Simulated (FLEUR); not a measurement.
# Pb (Fm-3m) in FLEUR: notebook

One crystal, Pb, is run at these levels: PBE; tasks: band structure, equation of state.

All numbers are computed with FLEUR MaX-R8.1 (later development tree); they aren't measurements. Logs are shortened: lines on timing, memory, paths and dates and some standing lists are left out, and cuts for length are marked.

### Step 1. The crystal as given

The structure is cubic, space group Fm-3m (No. 225). The conventional cell has a = 4.950 Å, b = 4.950 Å, c = 4.950 Å, α = 90.00°, β = 90.00°, γ = 90.00°. Around Pb (site symmetry m-3m) lie 12 Pb at 3.50 Å.

### Step 2. Band structure, PBE

File inp.xml:

```xml
<?xml version="1.0" encoding="UTF-8" standalone="no"?>
<fleurInput fleurInputVersion="0.39">
   <comment>
      Pb                                                                                                  
   </comment>
   <calculationSetup>
      <cutoffs Kmax="4.0" Gmax="20.0" GmaxXC="20.0" numbands="0"/>
      <scfLoop itmax="60" minDistance="0.00001" maxIterBroyd="15" imix="Anderson" alpha="0.05" precondParam="0.0" spinf="2.0" sdNocoIR="T"/>
      <coreElectrons ctail="T" frcor="F" kcrel="0" coretail_lmax="0"/>
      <xcFunctional name="pbe" relativisticCorrections="F"/>
      <magnetism jspins="1"/>
      <soc l_soc="F" theta="0.0" phi="0.0" spav="F"/>
      <expertModes spex="0" secvar="F"/>
      <geometryOptimization l_f="F" forcealpha="1.0" forcemix="BFGS" epsdisp="0.00001" epsforce="0.00001"/>
      <ldaU l_linMix="F" mixParam="0.05" spinf="1.0"/>
   </calculationSetup>
   <cell>
      <bzIntegration valenceElectrons="20.0" mode="hist" fermiSmearingEnergy="0.00183747">
         <kPointListSelection listName="default-1"/>
         <!-- k-points included here -->
         <xi:include xmlns:xi="http://www.w3.org/2001/XInclude" href="kpts.xml"> </xi:include>
      </bzIntegration>
      <!-- symmetry operations included here -->
      <xi:include xmlns:xi="http://www.w3.org/2001/XInclude" href="sym.xml"> </xi:include>
      <bulkLattice scale="1.0">
         <bravaisMatrix>
            <row-1>    0.0000000000000000     4.6771099529074922     4.6771099529074922</row-1>
            <row-2>    4.6771099529074922     0.0000000000000000     4.6771099529074922</row-2>
            <row-3>    4.6771099529074922     4.6771099529074922     0.0000000000000000</row-3>
         </bravaisMatrix>
      </bulkLattice>
   </cell>
   <atomSpecies>
      <species name="Lead (Pb)" element="Pb" atomicNumber="82">
         <mtSphere radius="2.66" gridPoints="879" logIncrement="0.015"/>
         <atomicCutoffs lmax="7" lnonsphr="5"/>
         <electronConfig flipSpins="F">
            <coreConfig>(1s1/2) (2s1/2) (2p1/2) (2p3/2) (3s1/2) (3p1/2) (3p3/2) (4s1/2) (3d3/2) (3d5/2) (4p1/2) (4p3/2) (4d3/2) (4d5/2) (4f5/2) (4f7/2) (5s1/2)</coreConfig>
            <valenceConfig>(5p1/2) (5p3/2) (6s1/2) (5d3/2) (5d5/2) (6p1/2) (6p3/2)</valenceConfig>
            <stateOccupation state="(6p1/2)" spinUp="0.333333" spinDown="0.333333"/>
            <stateOccupation state="(6p3/2)" spinUp="0.666667" spinDown="0.666667"/>
         </electronConfig>
         <energyParameters s="6" p="6" d="5" f="5"/>
         <lo type="SCLO" l="1" n="5" eDeriv="0"/>
         <lo type="SCLO" l="1" n="5" eDeriv="1"/>
         <lo type="SCLO" l="0" n="6" eDeriv="2"/>
         <lo type="SCLO" l="2" n="5" eDeriv="2"/>
         <lo type="SCLO" l="3" n="5" eDeriv="2"/>
      </species>
   </atomSpecies>
   <atomGroups>
      <atomGroup species="Lead (Pb)">
         <relPos label="                   1">.0000000000 .0000000000 .0000000000</relPos>
         <force calculate="T" relaxXYZ="TTT"/>
      </atomGroup>
   </atomGroups>
   <output dos="F" band="F" slice="F">
      <checks vchk="F" cdinf="F"/>
      <bandDOS minEnergy="-.5*Htr" maxEnergy="0.5*Htr" sigma="0.015" storeEVData="T"/>
      <vacuumDOS vacdos="F" integ="F" star="F" nstars="0" locx1="0.0" locy1="0.0" locx2="0.0" locy2="0.0" nstm="0" tworkf="0.0"/>
      <unfoldingBand unfoldBand="F" supercellX="1" supercellY="1" supercellZ="1"/>
      <plotting iplot="0" polar="F">
         <plot TwoD="T" vec1="  1.0  0.0  0.0" vec2="  0.0  1.0  0.0" vec3="  0.0  0.0  1.0" zero="  0.0  0.0  0.0" file="plot"/>
      </plotting>
      <chargeDensitySlicing numkpt="0" minEigenval="0.0" maxEigenval="0.0" nnne="0" pallst="F"/>
      <specialOutput eonly="F"/>
      <moessbauerParams electricFieldGradient="T" isomerShift="T" coreHyperfine="T" valenceHyperfine="T"/>
      <magneticCircularDichroism mcd="F" energyLo="-10.0" energyUp="0.0"/>
   </output>
  <!-- We include the file relax.xml here to enable relaxations (see documentation) -->
  <xi:include xmlns:xi="http://www.w3.org/2001/XInclude" href="relax.xml"> <xi:fallback/> </xi:include>
</fleurInput>
```

File crystal.txt:

```
Pb
&input cartesian=F /
0.0000000000  2.4750200000  2.4750200000
2.4750200000  0.0000000000  2.4750200000
2.4750200000  2.4750200000  0.0000000000
1.8897261246
1.0 1.0 1.0

1
82 0.0000000000  0.0000000000  0.0000000000

&kpt div1=9 div2=9 div3=9 gamma=T /
```

File inp.xml (bands):

```
<?xml version="1.0" encoding="UTF-8" standalone="no"?>
<fleurInput fleurInputVersion="0.39">
   <comment>
      Pb                                                                                                  
   </comment>
   <calculationSetup>
      <cutoffs Kmax="4.0" Gmax="20.0" GmaxXC="20.0" numbands="0"/>
      <scfLoop itmax="60" minDistance="0.00001" maxIterBroyd="15" imix="Anderson" alpha="0.05" precondParam="0.0" spinf="2.0" sdNocoIR="T"/>
      <coreElectrons ctail="T" frcor="F" kcrel="0" coretail_lmax="0"/>
      <xcFunctional name="pbe" relativisticCorrections="F"/>
      <magnetism jspins="1"/>
      <soc l_soc="F" theta="0.0" phi="0.0" spav="F"/>
      <expertModes spex="0" secvar="F"/>
      <geometryOptimization l_f="F" forcealpha="1.0" forcemix="BFGS" epsdisp="0.00001" epsforce="0.00001"/>
      <ldaU l_linMix="F" mixParam="0.05" spinf="1.0"/>
   </calculationSetup>
   <cell>
      <bzIntegration valenceElectrons="20.0" mode="hist" fermiSmearingEnergy="0.00183747">
         <kPointListSelection listName="path-1"/>
         <!-- k-points included here -->
         <xi:include xmlns:xi="http://www.w3.org/2001/XInclude" href="kpts.xml"> </xi:include>
      </bzIntegration>
      <!-- symmetry operations included here -->
      <xi:include xmlns:xi="http://www.w3.org/2001/XInclude" href="sym.xml"> </xi:include>
      <bulkLattice scale="1.0">
         <bravaisMatrix>
            <row-1>    0.0000000000000000     4.6771099529074922     4.6771099529074922</row-1>
            <row-2>    4.6771099529074922     0.0000000000000000     4.6771099529074922</row-2>
            <row-3>    4.6771099529074922     4.6771099529074922     0.0000000000000000</row-3>
         </bravaisMatrix>
      </bulkLattice>
   </cell>
   <atomSpecies>
      <species name="Lead (Pb)" element="Pb" atomicNumber="82">
         <mtSphere radius="2.66" gridPoints="879" logIncrement="0.015"/>
         <atomicCutoffs lmax="7" lnonsphr="5"/>
         <electronConfig flipSpins="F">
            <coreConfig>(1s1/2) (2s1/2) (2p1/2) (2p3/2) (3s1/2) (3p1/2) (3p3/2) (4s1/2) (3d3/2) (3d5/2) (4p1/2) (4p3/2) (4d3/2) (4d5/2) (4f5/2) (4f7/2) (5s1/2)</coreConfig>
            <valenceConfig>(5p1/2) (5p3/2) (6s1/2) (5d3/2) (5d5/2) (6p1/2) (6p3/2)</valenceConfig>
            <stateOccupation state="(6p1/2)" spinUp="0.333333" spinDown="0.333333"/>
            <stateOccupation state="(6p3/2)" spinUp="0.666667" spinDown="0.666667"/>
         </electronConfig>
         <energyParameters s="6" p="6" d="5" f="5"/>
         <lo type="SCLO" l="1" n="5" eDeriv="0"/>
         <lo type="SCLO" l="1" n="5" eDeriv="1"/>
         <lo type="SCLO" l="0" n="6" eDeriv="2"/>
         <lo type="SCLO" l="2" n="5" eDeriv="2"/>
         <lo type="SCLO" l="3" n="5" eDeriv="2"/>
      </species>
   </atomSpecies>
   <atomGroups>
      <atomGroup species="Lead (Pb)">
         <relPos label="                   1">.0000000000 .0000000000 .0000000000</relPos>
         <force calculate="T" relaxXYZ="TTT"/>
      </atomGroup>
   </atomGroups>
   <output dos="F" band="T" slice="F">
      <checks vchk="F" cdinf="F"/>
      <bandDOS minEnergy="-.5*Htr" maxEnergy="0.5*Htr" sigma="0.015" storeEVData="T"/>
      <vacuumDOS vacdos="F" integ="F" star="F" nstars="0" locx1="0.0" locy1="0.0" locx2="0.0" locy2="0.0" nstm="0" tworkf="0.0"/>
      <unfoldingBand unfoldBand="F" supercellX="1" supercellY="1" supercellZ="1"/>
      <plotting iplot="0" polar="F">
         <plot TwoD="T" vec1="  1.0  0.0  0.0" vec2="  0.0  1.0  0.0" vec3="  0.0  0.0  1.0" zero="  0.0  0.0  0.0" file="plot"/>
      </plotting>
      <chargeDensitySlicing numkpt="0" minEigenval="0.0" maxEigenval="0.0" nnne="0" pallst="F"/>
      <specialOutput eonly="F"/>
      <moessbauerParams electricFieldGradient="T" isomerShift="T" coreHyperfine="T" valenceHyperfine="T"/>
      <magneticCircularDichroism mcd="F" energyLo="-10.0" energyUp="0.0"/>
   </output>
  <!-- We include the file relax.xml here to enable relaxations (see documentation) -->
  <xi:include xmlns:xi="http://www.w3.org/2001/XInclude" href="relax.xml"> <xi:fallback/> </xi:include>
</fleurInput>
```

Potentials or basis: all-electron, FLAPW.

Launch:

```
$ inpgen -f crystal.txt -profile fast
$ # inp.xml edited to the form shown
$ fleur_MPI
$ fleur_MPI   # second run, on inp.xml (bands)
```

Standard output:

```text
Welcome to FLEUR        (www.flapw.de)
      MaX-Release 8.1          (www.max-centre.eu)

 ========== k-point set info ==========
 Selected k-point list: default-1
 k-point list type: mesh
 9 x 9 x 9
 Number of k points: 35

 ------------Calculation Setup---------------------------
 Number of MPI-tasks      :            1
 Number of PE/node        :            1
 Number of OMP-threads    :            1
 Most efficient MPI parallelization for:
           1           5           7          35
 Additional eigenvalue parallelization possible
 Number of basis functions:          264
 Approximate size of matrices (H+S) per k-point:         0.001 GB
 --------------------------------------------------------
 Iteration:     1   Distance:      10.83572033 me/bohr^3
 Iteration:     2   Distance:      10.19868505 me/bohr^3
 Iteration:     3   Distance:       3.17714790 me/bohr^3
 Iteration:     4   Distance:       0.22453903 me/bohr^3
 Iteration:     5   Distance:       0.22367598 me/bohr^3
 Iteration:     6   Distance:       0.04595541 me/bohr^3
 Iteration:     7   Distance:       0.00249913 me/bohr^3
 Iteration:     8   Distance:       0.00238330 me/bohr^3
 Iteration:     9   Distance:       0.00025521 me/bohr^3
 Iteration:    10   Distance:       0.00007764 me/bohr^3
 Iteration:    11   Distance:       0.00000971 me/bohr^3

 ********************************************************************
 Run finished successfully
 Stop message:
   all done
 ********************************************************************
```

output (bands):

```text
Welcome to FLEUR        (www.flapw.de)
      MaX-Release 8.1          (www.max-centre.eu)

 ========== k-point set info ==========
 Selected k-point list: path-1
 k-point list type: path
 Number of k points: 60

 ------------Calculation Setup---------------------------
 Number of MPI-tasks      :            1
 Number of PE/node        :            1
 Number of OMP-threads    :            1
 Most efficient MPI parallelization for:
           1           2           3           4           5           6          10          12          15          20          30          60
 Additional eigenvalue parallelization possible
 Number of basis functions:          264
 Approximate size of matrices (H+S) per k-point:         0.001 GB
 --------------------------------------------------------
 Fermi energy correction for metals:
 Fermi energy in bands.* files may not be consistent with last density.
 Please correct it manually (e.g. in band.gnu file).

 Note: Band structure data (together with different weights) is also stored in the banddos.hdf file.
       A convenient way of extracting and plotting the data from that file is by making use of the

 ********************************************************************
 Run finished successfully
 Stop message:
   Charge density postprocessing done.
 ********************************************************************
```

out.xml (last iteration):

```text
<iteration numberForCurrentRun="   11" overallNumber="   11">
         <energyParameters units="Htr">
            <atomicEP atomType="1" spin="1" branch="6s" branchLowest="-4.83" branchHighest="0.61" value="-0.0202804323"/>
            <atomicEP atomType="1" spin="1" branch="6p" branchLowest="-2.68" branchHighest="1.45" value="0.2596377311"/>
            <atomicEP atomType="1" spin="1" branch="5d" branchLowest="-14.28" branchHighest="-0.25" value="-0.2844170820"/>
            <atomicEP atomType="1" spin="1" branch="5f" branchLowest="-4.42" branchHighest="1.90" value="0.5980840153"/>
            <loAtomicEP atomType="1" spin="1" branch="5p" branchLowest="-23.21" branchHighest="-2.68" value="-2.7531090145"/>
            <loAtomicEP atomType="1" spin="1" branch="5p" branchLowest="-23.21" branchHighest="-2.68" value="-2.7531090145"/>
            <loAtomicEP atomType="1" spin="1" branch="6s" branchLowest="-4.83" branchHighest="0.61" value="-0.0202804323"/>
            <loAtomicEP atomType="1" spin="1" branch="5d" branchLowest="-14.28" branchHighest="-0.25" value="-0.3159309252"/>
            <loAtomicEP atomType="1" spin="1" branch="5f" branchLowest="-4.42" branchHighest="1.90" value="0.5980711792"/>
         </energyParameters>
         <eigenvalues>
            <eigenvaluesAt spin="1" ikpt="1" k_x="0.00000000" k_y="0.00000000" k_z="0.00000000">
                      -2.6881050137       -2.6881050137       -2.6881050137       -0.3235958372       -0.3235958372
                      -0.3235958372       -0.3184361946       -0.3184361946       -0.1280346455        0.5769072388
                       0.5769072388        0.5769072388        0.6621745452        0.7209672258        0.7636878684
                       0.7636878684
            </eigenvaluesAt>
            <eigenvaluesAt spin="1" ikpt="2" k_x="0.00000000" k_y="0.00000000" k_z="0.11111111">
                      -2.6881190703       -2.6881076029       -2.6881076029       -0.3236229871       -0.3229921862
                      -0.3229921862       -0.3184417642       -0.3184417642       -0.1192876824        0.4897460085
                       0.5665318266        0.5665318266        0.6480631247        0.7566556300        0.7822087429
                       0.7822087429
            </eigenvaluesAt>
            <eigenvaluesAt spin="1" ikpt="3" k_x="0.00000000" k_y="0.00000000" k_z="0.22222222">
                      -2.6881537670       -2.6881139627       -2.6881139627       -0.3238126986       -0.3222761874
                      -0.3222761874       -0.3176079840       -0.3176079840       -0.0931155996        0.3622410905
                       0.5444785308        0.5444785308        0.6356446947        0.7393763542        0.7678285133
[... 40 lines left out ...]
            <totalCharge value="82.0000000012"/>
         </allElectronCharges>
         <moessbauerParams unitsHFF="kG" unitsIS="e/bohr^3" unitsEFG="Htr/bohr^2">
            <coreIsomerShift atomType="1" isTotal="2990759.23461">
               <shell n="1" l="0" isomerShift="2456519.36498"/>
               <shell n="2" l="0" isomerShift="379129.76747"/>
               <shell n="2" l="1" isomerShift="30103.45881"/>
               <shell n="3" l="0" isomerShift="87671.87037"/>
               <shell n="3" l="1" isomerShift="7816.61015"/>
               <shell n="4" l="0" isomerShift="22673.62485"/>
               <shell n="3" l="2" isomerShift="0.00328"/>
               <shell n="4" l="1" isomerShift="1997.28289"/>
               <shell n="4" l="2" isomerShift="0.00091"/>
               <shell n="4" l="3" isomerShift="0.00000"/>
               <shell n="5" l="0" isomerShift="4847.25089"/>
            </coreIsomerShift>
            <isomerShift atomType="1" nucleusRadius="0.0001398" averageDensity="2991315.72442"/>
            <electricFieldGradient atomType="1" VXX="0.00000" VYY="0.00000" VZZ="0.00000" asymParam="0.00000">
            </electricFieldGradient>
         </moessbauerParams>
         <totalEnergy                                    value="   -20928.2763486254" units="Htr">
            <sumOfEigenvalues                            value="   -12939.4912429326">
               <coreElectrons value="-12920.6257809017"/>
               <valenceElectrons value="-18.8654620309"/>
            </sumOfEigenvalues>
            <densityCoulombPotentialIntegral value="-36794.9951930298"/>
            <densityEffectivePotentialIntegral value="-37305.8588213486"/>
            <chargeDenXCDenIntegral value="-390.3130321600"/>
            <FockExchangeEnergyValence value="0.0000000000"/>
            <FockExchangeEnergyCore value="0.0000000000"/>
            <atomTypeDependentContributions atomType="1">
               <electronNucleiInteractionDifferentMTs value="26465.7684701404"/>
               <MadelungTerm value="-41.0648282261"/>
            </atomTypeDependentContributions>
            <tkbTimesEntropy value="0.0001139159"/>
            <freeEnergy value="-20928.2764625413"/>
            <extrapolationTo0K value="-20928.2764055833"/>
         </totalEnergy>
         <densityConvergence units="me/bohr^3">
            <chargeDensity spin="1" distance="0.0000097068"/>
         </densityConvergence>
      </iteration>
```

Run time: 11 s. Hardware: 1 thread of Arm Neoverse V2, shared host; peak memory 0.08 GiB.

Results:

```yaml
Free_energy: -569487.4143 eV
Band_gap_along_the_path: none (metal or under the smearing width)
Valence_electrons_inside_the_program's_atomic_spheres: Pb 18.02 (radii Pb 2.66 bohr)
```

Levels at the corners of the path, in eV from the Fermi level:
| point | band 8 | band 9 | band 10 | band 11 | band 12 | band 13 |
| --- | --- | --- | --- | --- | --- | --- |
| Γ | -16.80 | -11.62 | 7.57 | 7.57 | 7.57 | 9.89 |
| X | -16.63 | -6.57 | -3.13 | 2.19 | 2.19 | 5.52 |
| W | -16.63 | -6.47 | -1.23 | -1.23 | 0.41 | 11.01 |
| K | -16.67 | -6.66 | -2.14 | -1.08 | 3.12 | 6.61 |
| Γ | -16.80 | -11.62 | 7.57 | 7.57 | 7.57 | 9.89 |
| L | -16.66 | -7.99 | -4.07 | 5.73 | 5.73 | 9.37 |
| U | -16.67 | -6.66 | -2.14 | -1.08 | 3.12 | 6.61 |
| W | -16.63 | -6.47 | -1.23 | -1.23 | 0.41 | 11.01 |
| L | -16.66 | -7.99 | -4.07 | 5.73 | 5.73 | 9.37 |
| K | -16.67 | -6.66 | -2.14 | -1.08 | 3.12 | 6.61 |
| U | -16.67 | -6.66 | -2.14 | -1.08 | 3.12 | 6.61 |
| X | -16.63 | -6.57 | -3.13 | 2.19 | 2.19 | 5.52 |

Core levels (eV from the Fermi level):
```csv
atom,levels
1 Pb,"1s1/2 -87978.8, 2s1/2 -15718.9, 2p1/2 -15093.0, 2p3/2 -12903.0, 3s1/2 -3769.9, 3p1/2 -3487.9, 3p3/2 -2999.3, 4s1/2 -850.5, 3d3/2 -2536.8, 3d5/2 -2432.8, 4p1/2 -728.5, 4p3/2 -608.9, 4d3/2 -410.5, 4d5/2 -388.2, 4f5/2 -131.3, 4f7/2 -126.3, 5s1/2 -139.6"
```

Caveat: spin-orbit coupling is left out, which moves the levels of the heavy elements.

### Step 3. Equation of state, PBE, 28.50 Å³/atom (volume scaled by 0.94)

Changes to inp.xml since step 2:

```diff
@@ -24,3 +24,3 @@
       <xi:include xmlns:xi="http://www.w3.org/2001/XInclude" href="sym.xml"> </xi:include>
-      <bulkLattice scale="1.0">
+      <bulkLattice scale="0.9795861087">
          <bravaisMatrix>
```

Potentials or basis: all-electron, FLAPW.

Launch:

```
$ inpgen -f crystal.txt -profile fast
$ # inp.xml edited to the form shown
$ fleur_MPI
```

Run time: 9.2 s. Hardware: 1 thread of Arm Neoverse V2, shared host; peak memory 0.08 GiB.

The run converged. Its results:

- Free energy: -569487.3682 eV
- Band gap on the k mesh: none (metal or under the smearing width)
- Valence electrons inside the program's atomic spheres: Pb 18.06 (radii Pb 2.66 bohr)

(Part 1 of 2 ends here.)
